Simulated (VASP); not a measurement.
Set up this calculation in VASP 6.6.1, as the native input.

```yaml
Task: single point
Functional: PBE
Dispersion: D3(BJ)
Potentials_or_basis: VASP PAW PBE potentials, release 64 (Cl, H, O)
Cutoff: 520 eV
k_mesh: 1 × 1 × 1
Occupations: fermi-dirac, width 0.05 eV
Spin: no spin polarisation
Dipole_correction: no
Further_INCAR_settings: LREAL = Auto; ALGO = Fast; EDIFF = 1e-06; NBANDS = 37
```

The structure of H3ClO lies in POSCAR:

```
H3ClO
1.0
    5.7929360000      0.0000000000      0.0000000000
    0.0000000000      5.7929360000      0.0000000000
    0.0000000000      0.0000000000      5.7929360000
Cl H O
3 9 3
Direct
    0.2169366276      0.8598748545      0.8719067499
    0.8453571729      0.0082169042      0.4304552994
    0.5749761434      0.3371520072      0.7972468538
    0.0670471761      0.9097804637      0.7196523490
    0.9943835043      0.2926495304      0.0350599420
    0.6696086406      0.1505454229      0.5489099137
    0.1676869898      0.3929786209      0.2496834075
    0.2910786517      0.3474058750     -0.0384951603
    1.2267009337      0.4091534932      0.5771684686
    1.2913141108      0.5770821566      0.3851587520
    0.5615805181      0.5820882537      0.1080626473
    0.6479788487      0.7069299575      0.3355466037
    0.1433470006      0.3850551775      0.0641988795
    1.1424258787      0.5115540721      0.4758726836
    0.5298522200      0.5897700234      0.2805485854
```

The cell was built by a generator and needn't be a form met in nature.

One way to write it, as run:

INCAR

```
ALGO = Fast ; EDIFF = 1E-6
ENCUT = 520 ; GGA = PE
ISIF = 2 ; ISMEAR = -1
IVDW = 12 ; LASPH = True
LCHARG = False ; LREAL = Auto
LWAVE = False ; NBANDS = 37
NELM = 100 ; PREC = Accurate
SIGMA = 0.05
```

KPOINTS

```
k-points
0
Gamma
  1 1 1
```

Potentials or basis: VASP PAW PBE potentials, release 64 (Cl, H, O).

Launch:

```sh
$ cat potpaw_PBE.64/Cl/POTCAR potpaw_PBE.64/H/POTCAR potpaw_PBE.64/O/POTCAR > POTCAR
$ mpirun -np 1 vasp_gam > vasp.out
```

It gave:

```json
{"Pressure": "-1.2 GPa", "Largest force": "2.554 eV/Å", "Band gap on the k mesh": "4.75 eV, direct", "Dispersion energy per atom": "-0.057 eV"}
```

It took 22 s on 1 thread of Intel(R) Xeon(R) Platinum 8175M CPU @ 2.50GHz (Skylake/Cascade Lake), with other jobs on the host, peak memory 0.32 GiB.
